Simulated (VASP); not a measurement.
Write an ASE script for VASP 6.6.1 that does the following.

- Task: single point
- Functional: PBE
- Potentials or basis: VASP PAW PBE potentials, release 64 (Hf_pv, O)
- Cutoff: 520 eV
- k mesh: 9 × 9 × 9
- Occupations: gaussian, width 0.02 eV
- Spin: no spin polarisation
- Further INCAR settings: ALGO = Normal; EDIFF = 1.00e-07

HfO2:

```
Hf O
1.0
     0.00000    2.55750    2.55750
     2.55750    0.00000    2.55750
     2.55750    2.55750    0.00000
Hf O
1 2
Direct
  0.00000 0.00000 0.00000
  0.75000 0.75000 0.75000
  0.25000 0.25000 0.25000
```

Measurements of this composition are mostly on another form, of space group No. 14.

The input as run:

run.py

```python
from ase.calculators.vasp import Vasp
from ase.dft.bandgap import bandgap
from ase.spacegroup import crystal

atoms = crystal(
    ['Hf', 'O'],
    basis=[[0.0, 0.0, 0.0], [0.25, 0.25, 0.75]],
    spacegroup=225,
    setting=1,
    cellpar=[5.115, 5.115, 5.115, 90.0, 90.0, 90.0],
    primitive_cell=True,
)
calc = Vasp(
    directory='calc',
    xc='pbe',
    pp='PBE',
    setups='recommended',
    prec='Accurate',
    encut=520,
    ediff=1e-07,
    ismear=0,
    sigma=0.02,
    lreal=False,
    lasph=True,
    nelm=80,
    algo='Normal',
    isif=2,
    lwave=False,
    lcharg=True,
    lelf=True,
    lvhar=True,
    kpts=[9, 9, 9],
    gamma=True,
)
atoms.calc = calc

print('energy (eV):', atoms.get_potential_energy())
print('free energy (eV):', atoms.get_potential_energy(force_consistent=True))
print('forces (eV/A):')
print(atoms.get_forces())
print('stress (eV/A^3, Voigt):', atoms.get_stress())
print('Fermi level (eV):', calc.get_fermi_level())
gap, top, bottom = bandgap(calc)
print('band gap (eV):', gap, 'from (spin, k, band)', top, 'to', bottom)
```

Potentials or basis: VASP PAW PBE potentials, release 64 (Hf_pv, O).

Command:

```bash
$ python run.py
```

It gave:

```
Pressure               : -6.0 GPa
Band gap on the k mesh : 3.84 eV, indirect (least direct gap 3.95 eV)
```

Caveat: spin-orbit coupling is left out, which moves the levels of the heavy elements; an odd mesh through Γ misses points on the zone boundary, where band edges often lie.

Run time: 17 s on 1 thread of AMD EPYC 9R45 96-Core Processor (Zen 5), with other jobs on the host, peak memory 0.13 GiB.
